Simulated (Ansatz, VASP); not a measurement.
# Cross-check of Zn35CuO36 (Cu on a Zn site in ZnO) between VASP and Ansatz, part 2 of 2

Aim: how closely do two programs agree when they are given the same cell, functional and k mesh? The structure shown is the start of the Ansatz relaxation below; VASP solves that cell, so the two are compared at the walk's first step.

VASP 6.6.1 and Ansatz 0.2.0.

So far: Starting point; Ansatz: relaxation, PBE.

## 3. VASP: single point, PBE, start cell

Level of this step: PBE, spin-polarised from a ferromagnetic start; plane waves and PAW (Zn, O, Cu) (VASP).

The same cell, functional, mesh and smearing now go to VASP, with its own data sets.

Lines of VASP's logs that name or quote its potential files are left out, and so is its time.

The input, INCAR:

```
SYSTEM = Zn35CuO36
PREC = Accurate
ENCUT = 520
EDIFF = 1E-06
NELM = 200
ISMEAR = -1
SIGMA = 0.01
LREAL = Auto
ALGO = Normal
GGA = PE
NBANDS = 376
ISPIN = 2
MAGMOM = 0 0 0 0 0 0 0 0 0 0 0 0 0 0 0 0.01 0 0 0 0 0 0 0 0 0 0 0 0.01 0 0 0.01 0 0 0 0 0 0 0 0 0 0.01 0 0 0 0 0 0 0 0.08 0 0 0 0.05 0.07 0.01 0 0.01 0 0 0 0 0 0 0 0.08 0 0 0 0 0 0 0.56
LASPH = .TRUE.
LMAXMIX = 4
LORBIT = 11
LWAVE = .FALSE.
LCHARG = .FALSE.
ISIF = 2
ISYM = 0
NUPDOWN = 1
GGA_COMPAT = .FALSE.
NCORE = 2
```

The input, POSCAR:

```
Zn35CuO36
1.0
    9.7479240473      0.0000000000      0.0000000000
   -4.8739620236      8.4419498591      0.0000000000
    0.0000000000      0.0000000000     10.4114180000
Zn O Cu
35 36 1
Direct
    0.1159332415      0.2264737450      0.2473186650
    0.2272542677      0.1153511945      0.0014627210
    0.1130117244      0.2274879657      0.7515997341
    0.2252560130      0.1085817868      0.4978798277
    0.1073843977      0.5576058942      0.2502218238
    0.2170288918      0.4436315143      0.0011054210
    0.1162920334      0.5568791664      0.7515130984
    0.2244553075      0.4490123802      0.4964543735
    0.1068053119      0.8894472397      0.2516156781
    0.2218504779      0.7825523854      0.9983265488
    0.1137111454      0.8945990116      0.7507636328
    0.2210957309      0.7806048496      0.5029969981
    0.4496981250      0.2271571180      0.2500078279
    0.5528132924      0.1141010094      0.9983078194
    0.4460914750      0.2181227123      0.7493268448
    0.5527393840      0.1053045819      0.5004545010
    0.4398649714      0.5532212437      0.2464655631
    0.5543922867      0.4485960072      0.9979186313
    0.4440190028      0.5545622846      0.7447769362
    0.4430361762      0.8926692442      0.2474785855
    0.5545656207      0.7806165767      0.9959505036
    0.4423322072      0.8830798719      0.7500830338
    0.5551368684      0.7765368321      0.4948188614
    0.7806342460      0.2261489386      0.2530075154
    0.8923332727      0.1149807824      0.0028606094
    0.7743660624      0.2229899527      0.7463411804
    0.8912959146      0.1132072585      0.4952032471
    0.7824592124      0.5609069088      0.2503528338
    0.8856655907      0.4392658168      0.9972572420
    0.7748473641      0.5553857910      0.7535041817
    0.8908645238      0.4489808709      0.4964354519
    0.7832995346      0.8919622985      0.2512232243
    0.8849019762      0.7795104342      0.0001753844
    0.7801966651      0.8867477449      0.7525728964
    0.8857577824      0.7788884215      0.5027263337
    0.2198252247      0.1058973359      0.1877241890
    0.1082858238      0.2242701072      0.4426991597
    0.2244627566      0.1081267972      0.6877594387
    0.1105809201      0.2269048066      0.9411855330
    0.2252605446      0.4435534518      0.1865442344
    0.1088325909      0.5575291347      0.4433341357
    0.2240652240      0.4428468615      0.6860867559
    0.1118603618      0.5600620803      0.9427740775
    0.2216847139      0.7819208963      0.1924046273
    0.1158623303      0.8936420052      0.4418014914
    0.2184582984      0.7720962703      0.6889482297
    0.1124878882      0.8852386149      0.9376886030
    0.5609340211      0.1156519544      0.1910131742
    0.4475081951      0.2225708552      0.4360362825
    0.5505150349      0.1108670409      0.6886459654
    0.4493022549      0.2219664925      0.9411035077
    0.5564004761      0.4407852525      0.1871674925
    0.4437451161      0.5515709140      0.4366535855
    0.5510107419      0.4454488670      0.6902598666
    0.4478427082      0.5568865106      0.9360759505
    0.5516133872      0.7779731116      0.1929490296
    0.4437689907      0.8866108097      0.4355824538
    0.5589221929      0.7810102062      0.6863188088
    0.4473184773      0.8946976855      0.9390568124
    0.8862799052      0.1071639864      0.1864633617
    0.7746930535      0.2175357625      0.4371407430
    0.8947373757      0.1133207394      0.6896371849
    0.7753514357      0.2184674194      0.9436724181
    0.8887640645      0.4392538527      0.1899785409
    0.7828807848      0.5589642297      0.4422959485
    0.8857647913      0.4455155578      0.6867432467
    0.7762940989      0.5502151846      0.9382394406
    0.8878506470      0.7760324462      0.1854075977
    0.7754142206      0.8912104580      0.4370561243
    0.8924944356      0.7799334407      0.6937898373
    0.7733796827      0.8896368878      0.9416470456
    0.5594685282      0.4427541104      0.5006676324
```

The input, KPOINTS:

```
Points of the shifted mesh
1
Reciprocal
 0.2500000000  0.2500000000  0.2500000000 1
```

The projector-augmented-wave data sets are Zn, O and Cu (PBE family, release 64).

Command:

```console
$ mpirun -np 8 vasp_std
```

Numbers of over 12 decimals in the logs are rounded to 6 here.

The program printed:

```text
[banner, memory and clock lines left out]
running    8 mpi-ranks, on    1 nodes
[...]
LDA part: xc-table for (Slater+PW92), standard interpolation
 POSCAR, INCAR and KPOINTS ok, starting setup
[...]
entering main loop
       N       E                     dE             d eps       ncg     rms          rms(c)
DAV:   1     0.977216454232E+04    0.97722E+04   -0.27434E+05  1504   0.252E+03
DAV:   2     0.213231841767E+04   -0.76398E+04   -0.73269E+04  1504   0.712E+02
DAV:   3    -0.288505944144E+02   -0.21612E+04   -0.20471E+04  1504   0.297E+02
DAV:   4    -0.363757143416E+03   -0.33491E+03   -0.32715E+03  1728   0.119E+02
[...]
DAV:  35    -0.320500061970E+03   -0.40826E-05   -0.30914E-05  2184   0.289E-02    0.166E-02
DAV:  36    -0.320500063217E+03   -0.12467E-05   -0.83137E-06  1720   0.123E-02    0.119E-02
DAV:  37    -0.320500063320E+03   -0.10339E-06   -0.91123E-07   880   0.127E-02
   1 F= -.32050006E+03 E0= -.32049329E+03  d E =-.135506E-01  mag=     1.0000
```

OUTCAR, selected parts (step 3):

```text
  FREE ENERGIE OF THE ION-ELECTRON SYSTEM (eV)
  ---------------------------------------------------
  free  energy   TOTEN  =      -320.5000633201 eV

  energy  without entropy=     -320.4865126739  energy(sigma->0) =     -320.49328800

 magnetization (x)
# of ion       s       p       d       tot
------------------------------------------
    1       -0.000  -0.000   0.000   0.000
    2       -0.000   0.000   0.000   0.000
    3       -0.000  -0.000   0.000   0.000
    4       -0.000  -0.000   0.002   0.001
    5       -0.000  -0.000   0.000   0.000
    6       -0.000   0.000   0.000   0.001
    7       -0.000  -0.000   0.000   0.000
    8       -0.001  -0.000   0.004   0.003
    9       -0.000  -0.000   0.000   0.000
   10       -0.000  -0.000   0.000   0.000
   11       -0.000  -0.000   0.000   0.000
   12       -0.000  -0.000   0.000   0.000
   13       -0.000   0.001   0.005   0.006
[...]
--------------------------------------------------
tot         -0.000   0.328   0.620   0.947

[... 1 further part left out ...]
```

The cell holds one magnetic atom, so no antiferromagnetic order fits into it.

## 4. Side by side

Known differences besides the potentials themselves: VASP starts from the moments at which Ansatz ended; the data sets hold 655 valence electrons in Ansatz (on its default PAW (the set named soft_2) files) and 647 in VASP; the cutoff is 420 eV in Ansatz and 520 eV in VASP (PREC = Accurate, projectors in real space). Total energies have different zeros and are not compared.

Forces on 8 of the 72 atoms, those with the largest forces and the largest differences (eV/Å; atoms numbered as in POSCAR):

| atom | Ansatz x, y, z | VASP x, y, z |
| --- | --- | --- |
| Zn4 | -0.270, 0.857, 0.068 | -0.281, 0.899, 0.064 |
| Zn14 | 0.752, -0.244, 0.580 | 0.777, -0.257, 0.601 |
| O37 | 0.801, 0.045, -0.610 | 0.839, 0.047, -0.624 |
| O40 | -0.772, 0.141, 0.392 | -0.812, 0.156, 0.408 |
| O45 | -0.595, -0.661, -0.219 | -0.618, -0.694, -0.229 |
| O47 | -0.894, 0.670, 0.299 | -0.935, 0.697, 0.311 |
| O51 | -0.975, 0.462, -0.388 | -1.007, 0.492, -0.404 |
| O60 | 0.320, 0.528, 0.731 | 0.320, 0.556, 0.764 |

The forces differ by 17 meV/Å r.m.s., which is 4.5 % of the r.m.s. force of 0.391 eV/Å (both taken over all components). Moments aren't recorded for both runs of this pair, so they may hold unlike magnetic states.

## 5. Outcome

```
r.m.s. force difference (single point, PBE, start cell) : 4.5 % of the r.m.s. force
```

In words: The r.m.s. force difference is 4.5 % of the r.m.s. force (single point, PBE, start cell), beyond the 3 % picked in this series as the mark of a large difference. The data sets hold unlike numbers of valence electrons (655 in Ansatz and 647 in VASP), so part of the differences comes from the potentials. What causes the difference of the single point, PBE, start cell pair stays open here. 1 further run of this series is not shown here. How closely two codes agree says nothing of how well the functional describes the real material.

[Lines on the potential files, build, host, timing and source positions are cut from VASP's logs without a mark.]

[Logs are printed without paths, hosts, clocks, repeated set-up lines and the standing remarks that a program may print on its own settings, such as how far it seeks lower states.]

[Hosts, paths, dates, database ids (printed as entryN), source tags and the programs' standing remarks are cut or masked in the printed files.]
